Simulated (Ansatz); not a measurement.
Ge:

```
Ge
1.0
     4.09041    0.00000    0.00000
    -2.04520    3.54240    0.00000
     0.00000    0.00000    3.32658
Ge
2
Direct
  0.66667 0.33333 0.14086
  0.33333 0.66667 0.85914
```

The cell was built by a generator and needn't be a form met in nature.

* Program: Ansatz 0.2.0
* Task: relaxation of cell and atoms
* Functional: HSE03
* Potentials or basis: Ansatz PAW
* Cutoff: 420 eV (not typed: the program's choice for these potentials)
* k mesh: 4 × 4 × 4
* Occupations: fermi-dirac, width 0.05 eV
* Spin: no spin polarisation

At the start: volume 24.10 Å³/atom.

Problem. How do energy, volume and symmetry change on relaxing?

Solution. It ends after 9 steps and the volume is 23.38 Å³/atom (-3.0 %); space group P-3m1 (No. 164, to 0.05 Å).

Step by step:
```
step  energy change (eV)  largest force (eV/Å)  volume (Å³)
   1              0.0000                0.3507        48.20
   2             -0.0542                0.0648        46.07
   3             -0.0573                0.0475        45.96
   4             -0.0581                0.0174        45.68
   5             -0.0583                0.0194        45.72
   6             -0.0601                0.0684        45.98
   7             -0.0645                0.0393        46.32
   8             -0.0655                0.0024        46.76
   9             -0.0652                0.0024        46.76
```

Final structure:
```cif
data_structure
_symmetry_space_group_name_H-M 'P 1'
_symmetry_Int_Tables_number 1
_cell_length_a 4.0934
_cell_length_b 4.0934
_cell_length_c 3.2221
_cell_angle_alpha 90.000
_cell_angle_beta 90.000
_cell_angle_gamma 120.000
_cell_volume 46.76
loop_
_atom_site_label
_atom_site_type_symbol
_atom_site_fract_x
_atom_site_fract_y
_atom_site_fract_z
_atom_site_occupancy
Ge1 Ge 0.66667 0.33333 0.11132 1
Ge2 Ge 0.33333 0.66667 0.88868 1
```

Caveat: the k mesh is coarse (spacing up to 0.47 Å⁻¹), so the values aren't converged, least of all with exact exchange; the plane-wave basis is chosen anew once the cell has moved, so the energies of steps on either side of that aren't comparable; the PAW data sets come from PBE, with cores solved anew for the run's functional, which leaves a small shift of forces and pressure.
